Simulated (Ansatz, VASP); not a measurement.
Two plane-wave programs on PbSe

```
Pb Se
1.0
     4.30843    0.00000    0.00000
    -2.15422    3.73121    0.00000
     0.00000    0.00000    7.57644
Pb Se
2 2
Direct
  0.00000 0.00000 0.00000
  0.00000 0.00000 0.50000
  0.33333 0.66667 0.25000
  0.66667 0.33333 0.75000
```

Alike in both runs: task single point; functional PBE; k mesh 6 × 6 × 4; occupations fermi-dirac, width 0.02 eV; no spin polarisation.

|  | VASP | Ansatz |
| --- | --- | --- |
| version | VASP 6.6.1 | Ansatz 0.2.0 |
| potentials or method | VASP PAW PBE potentials, release 64 (Pb_d, Se) | plane waves, PAW |
| plane-wave cutoff (eV) | 520 | 420 |
| valence electrons in the cell | 40 | 60 |

|  | VASP | Ansatz | Ansatz less VASP |
| --- | --- | --- | --- |
| pressure (GPa) | 0.0 | 0.0 | +0.02 |

With one functional, cell and mesh, what is left measures potentials, basis and numerics. The two sets of potentials don't hold the same shells in valence.
